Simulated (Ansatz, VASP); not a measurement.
Two plane-wave programs on SrO

File INCAR:

```
SYSTEM = SrO
PREC = Accurate
ENCUT = 520
EDIFF = 1E-7
ISMEAR = 0
SIGMA = 0.05
LREAL = .False.
LASPH = .True.
NELM = 60
ALGO = Normal
ISIF = 2
LWAVE = .False.
LCHARG = .False.
NBANDS = 15
```

Contents of KPOINTS:

```
regular mesh
0
Gamma
  8 8 8
  0 0 0
```

File POSCAR:

```
SrO
1.0
    0.0000000000      2.5698000000      2.6340450000
    2.5698000000      0.0000000000      2.6340450000
    2.5698000000      2.5698000000      0.0000000000
Sr O
1 1
Direct
    0.0000000000      0.0000000000      0.0000000000
    0.5000000000      0.5000000000      0.5000000000
```

Input for Ansatz:

```yaml
crystal:
  lattice:
    - [0.0, 2.5698, 2.634045]
    - [2.5698, 0.0, 2.634045]
    - [2.5698, 2.5698, 0.0]
  atoms:
    - { symbol: Sr, position: [0.0, 0.0, 0.0] }
    - { symbol: O, position: [0.5, 0.5, 0.5] }
basis:
  ecutwfc: 420
kpoints:
  mp_grid: { grid: [8, 8, 8] }
hamiltonian:
  xc: lda
scf:
  occupations: { method: gaussian, width: 0.05 }
output:
  forces: true
  stress: true
  eigenvalues: true
```

Change from the starting cell: strain +0.000 along x and y, +0.025 along z, atoms carried along.

Alike in both runs: task single point; functional LDA; k mesh 8 × 8 × 8; occupations gaussian, width 0.05 eV; no spin polarisation.

|  | VASP | Ansatz |
| --- | --- | --- |
| version | VASP 6.6.1 | Ansatz 0.2.0 |
| potentials or method | VASP PAW LDA potentials, release 64 (Sr_sv, O) | scalar-relativistic, plane waves, PAW |
| plane-wave cutoff (eV) | 520 | 420 |
| valence electrons in the cell | 16 | 16 |

VASP gave:

* gap on the k mesh at the Fermi level (eV): 3.06
* least direct gap on the mesh (eV): 3.15
* pressure (GPa): -5.4
* largest component of the traceless stress (GPa): 1.73

Task: Estimate Ansatz's values.

Result: gap on the k mesh at the Fermi level (eV): 3.12; least direct gap on the mesh (eV): 3.20; pressure (GPa): -6.0; largest component of the traceless stress (GPa): 1.62.

A k mesh can miss the band edges.
